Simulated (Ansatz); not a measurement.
**SrO: band gap under strain**

Aim: follow the gap of SrO in the rocksalt structure through these states: no strain; -4.0 % biaxial strain in the (111) plane, free along [111]; -3.0 % biaxial strain in the (111) plane, free along [111]. The table at the end shows which levels were run.

The runs shown are made with Ansatz 0.2.0. PAW datasets, plane waves. Computed at 0 K without zero-point motion; spin polarisation is off.

**1. The system as given**

The unstrained cell was relaxed with r2SCAN; in each strained cell the atoms were relaxed again with r2SCAN. Names of k-points are those of the unstrained zone, where strain can split equivalent points. First state: no strain.

It is cubic, Fm-3m (No. 225); a = 5.160 Å in the conventional setting, 17.17 Å³ an atom. Near Sr stand 6 O at 2.58 Å; near O stand 6 Sr at 2.58 Å.

Structure file:

```xyz
2
Lattice="0.0000 2.5799 2.5799 2.5799 0.0000 2.5799 2.5799 2.5799 0.0000" Properties=species:S:1:pos:R:3 pbc="T T T"
Sr    0.0000    0.0000    0.0000
O     2.5799    2.5799    2.5799
```

**2. No strain: PBE**

Contents of input.yaml:

```yaml
crystal:
  lattice:
    - [0.0, 2.5798923259, 2.5798923259]
    - [2.5798923259, 0.0, 2.5798923259]
    - [2.5798923259, 2.5798923259, 0.0]
  atoms:
    - { symbol: Sr, position: [0.0, 0.0, 0.0] }
    - { symbol: O, position: [0.5, 0.5, 0.5] }
kpoints:
  mp_grid: { grid: [8, 8, 8] }
  band_path:
    path:
      - [0.0, 0.0, 0.0]
      - [0.5, 0.0, 0.5]
      - [0.625, 0.25, 0.625]
      - [0.375, 0.375, 0.75]
      - [0.5, 0.5, 0.5]
      - [0.5, 0.25, 0.75]
      - [0.0, 0.5, 0.5]
    npoints: 1
hamiltonian:
  xc: pbe
scf:
  occupations: { method: fermi_dirac, width: 0.02 }
  n_extra_bands: 4
output:
  forces: true
  stress: true
  eigenvalues: true
  write_density: true
  write_potential: true
  elf: true
  volumetric_format: npy
```

Started as:

```sh
ansatz run input.yaml --threads 2 --pin off --max-ram 20275MiB --backend cpu --events-out ev --progress --plain --runs-dir out
```

The runs that follow: No strain: r2SCAN; No strain: HSE06; No strain: r2SCAN+SOC; No strain: r2SCAN; -4.0 % biaxial strain in the (111) plane, free along [111]: PBE; -4.0 % biaxial strain in the (111) plane, free along [111]: r2SCAN; -4.0 % biaxial strain in the (111) plane, free along [111]: HSE06; -4.0 % biaxial strain in the (111) plane, free along [111]: r2SCAN+SOC; -4.0 % biaxial strain in the (111) plane, free along [111]: r2SCAN; -3.0 % biaxial strain in the (111) plane, free along [111]: PBE; -3.0 % biaxial strain in the (111) plane, free along [111]: r2SCAN; -3.0 % biaxial strain in the (111) plane, free along [111]: HSE06; -3.0 % biaxial strain in the (111) plane, free along [111]: r2SCAN+SOC; -3.0 % biaxial strain in the (111) plane, free along [111]: r2SCAN.

**Question.** What will these runs give?

As calculated:

Least gap in eV (negative: overlap), with the change from the unstrained cell in brackets:

| state | volume change (%) | PBE | r2SCAN | HSE06 |
| --- | --- | --- | --- | --- |
| no strain | +0.0 | 3.32 | 3.80 | 4.79 |
| -4.0 % biaxial strain in the (111) plane, free along [111] | -5.4 | 3.20 (-0.12) | 3.68 (-0.12) | 4.69 (-0.10) |
| -3.0 % biaxial strain in the (111) plane, free along [111] | -4.0 | 3.24 (-0.08) | 3.72 (-0.08) | 4.73 (-0.06) |

**Reading.** With HSE06, of the states in the table -4.0 % biaxial strain in the (111) plane, free along [111] shifts the gap most, by -0.104 eV. PBE and HSE06 differ by 1.48 eV on the unstrained gap, and by at most 0.01 eV on its change: the two disagree on the size of the gap but agree on its response to strain.
